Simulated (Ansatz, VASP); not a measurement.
# HfO2 in VASP and in Ansatz

INCAR

```
SYSTEM = HfO2
PREC = Accurate
ENCUT = 520
EDIFF = 1E-6
ISMEAR = 0
SIGMA = 0.05
LREAL = .FALSE.
LASPH = .TRUE.
NELM = 60
ALGO = Normal
ISIF = 2
LWAVE = .FALSE.
LCHARG = .FALSE.
GGA = PE
NBANDS = 31
```

Contents of KPOINTS:

```
regular mesh
0
G
  6 6 4
  0 0 0
```

File POSCAR:

```
HfO2
1.0
    3.6043047991      0.0000000000      0.0000000000
    0.0000000000      3.6043047991      0.0000000000
    0.0000000000      0.0000000000      5.2639673039
Hf O
2 4
Direct
    0.5000000000      0.5000000000      0.5000000000
    0.0000000000      0.0000000000      0.0000000000
    0.0000000000      0.5000000000      0.6505086666
    0.5000000000      0.0000000000      0.8494913334
    0.5000000000      0.0000000000      0.3494913334
    0.0000000000      0.5000000000      0.1505086666
```

Input for Ansatz:

```yaml
crystal:
  lattice:
    - [3.6043047991, 0.0, 0.0]
    - [0.0, 3.6043047991, 0.0]
    - [0.0, 0.0, 5.2639673039]
  atoms:
    - { symbol: Hf, position: [0.5, 0.5, 0.5] }
    - { symbol: Hf, position: [0.0, 0.0, 0.0] }
    - { symbol: O, position: [0.0, 0.5, 0.6505086666] }
    - { symbol: O, position: [0.5, 0.0, 0.8494913334] }
    - { symbol: O, position: [0.5, 0.0, 0.3494913334] }
    - { symbol: O, position: [0.0, 0.5, 0.1505086666] }
basis:
  ecutwfc: 420
kpoints:
  mp_grid: { grid: [6, 6, 4] }
hamiltonian:
  xc: pbe
scf:
  occupations: { method: gaussian, width: 0.05 }
output:
  forces: true
  stress: true
  eigenvalues: true
```

Change from the starting cell: mode 10 (309.8 1/cm) frozen in, largest displacement +0.225 Å.

Alike in both runs: task single point; functional PBE; k mesh 6 × 6 × 4; occupations gaussian, width 0.05 eV; no spin polarisation.

```csv
,VASP,Ansatz
version,VASP 6.6.1,Ansatz 0.2.0
potentials or method,"VASP PAW PBE potentials, release 64 (Hf_pv, O)","scalar-relativistic, plane waves, PAW"
plane-wave cutoff (eV),520,420
valence electrons in the cell,44,76
```

```tsv
	VASP	Ansatz	Ansatz less VASP
gap on the k mesh at the Fermi level (eV)	4.57	4.60	+0.025
least direct gap on the mesh (eV)	4.88	4.94	+0.052
pressure (GPa)	14.1	16.9	+2.80
largest component of the traceless stress (GPa)	1.50	1.06	-0.446
rms of the force components (eV/Å)	0.827	0.858	+0.0315
```

Atom by atom the forces differ by 0.031 eV/Å (rms over components). The two sets of potentials don't hold the same shells in valence.

Caveats: spin-orbit coupling is left out, which moves the levels of the heavy elements; forces of over 1 eV/Å show positions far from the minimum, so gaps and moduli don't describe the material at rest. A k mesh can miss the band edges.
